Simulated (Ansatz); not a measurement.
Ga:

```
Ga
1.0
     1.38300   -4.02650    0.00000
     1.38300    4.02650    0.00000
    -0.11745    0.00000    3.32993
Ga
2
Direct
  0.13100 0.86900 0.75000
  0.86900 0.13100 0.25000
```

This isn't the form of Ga at room conditions, which is orthorhombic.

- Program: Ansatz 0.2.0
- Task: relaxation of cell and atoms
- Functional: BLYP
- Dispersion: D4
- Potentials or basis: all-electron LAPW, scalar-relativistic
- Basis error allowed: 0.001 eV/atom
- k mesh: 10 × 10 × 8
- Occupations: fermi-dirac, width 0.05 eV
- Spin: no spin polarisation

At the start: volume 18.54 Å³/atom.

**Question.** Where does the relaxation end?

**Answer.** Over 12 steps the energy falls by 4.9 meV/atom and the volume is 18.32 Å³/atom (-1.2 %); space group Cmcm (No. 63, to 0.05 Å).

The path:
```tsv
step	energy change (eV)	largest force (eV/Å)	volume (Å³)
1	0.0000	0.1611	37.09
2	-0.0065	0.0114	36.47
3	-0.0075	0.0145	36.49
4	-0.0078	0.0008	36.59
5	-0.0083	0.0027	36.61
6	-0.0089	0.0080	36.61
7	-0.0093	0.0057	36.60
8	-0.0093	0.0048	36.62
9	-0.0096	0.0019	36.63
10	-0.0097	0.0052	36.65
11	-0.0097	0.0002	36.65
12	-0.0098	0.0002	36.65
```

Final structure:
```
CELL_PARAMETERS angstrom
1.42274 -4.02638 0.02587
1.42274 4.02638 0.02587
-0.05854 0.00000 3.19752
ATOMIC_POSITIONS crystal
Ga 0.13472 0.86528 0.75000
Ga 0.86528 0.13472 0.25000
```
